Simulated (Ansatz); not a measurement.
How far is PAW off for GaP?

```xyz
2
Lattice="0.0000 2.7525 2.7252 2.7525 0.0000 2.7252 2.7525 2.7525 0.0000" Properties=species:S:1:pos:R:3 pbc="T T T"
Ga    0.0000    0.0000    0.0000
P     4.1288    4.1288    4.0879
```

Atoms are numbered in the order listed.

The geometry is COD entry 9008846, unchecked; take it as a test cell. The listed cell was then made from it by scaling, straining or moving an atom.

Levels of theory: DFT, LDA, PAW with Ansatz's default frozen-core files, scalar-relativistic (Ansatz 0.2.0); DFT, LDA, all-electron LAPW, scalar-relativistic (Ansatz 0.2.0).

For PAW: a Γ-centred 10×10×10 k mesh, Fermi–Dirac smearing of 0.05 eV, cutoff 420 eV, no spin polarisation; the PAW files were made with PBE, and the program remakes their frozen cores for this functional. LAPW targets a basis error of 0.5 meV/atom. The Ansatz runs share mesh, smearing and spin set-up. Plane-wave (PAW) pressures include the program's estimate of the Pulay term.

Stress and pressure are positive in compression.

The change that made this cell: equal xx and yy strain of +1 %.

PAW results:

| quantity | PAW |
| --- | --- |
| pressure (GPa) | -4.22 |
| stress xx (GPa) | -4.47 |
| stress zz (GPa) | -3.71 |
| band gap (eV) | 1.388 |

Q: What does full-potential LAPW give for the same quantities?

A: 
```tsv
quantity	LAPW
pressure (GPa)	-4.20
stress xx (GPa)	-4.45
stress zz (GPa)	-3.69
band gap (eV)	1.388
```
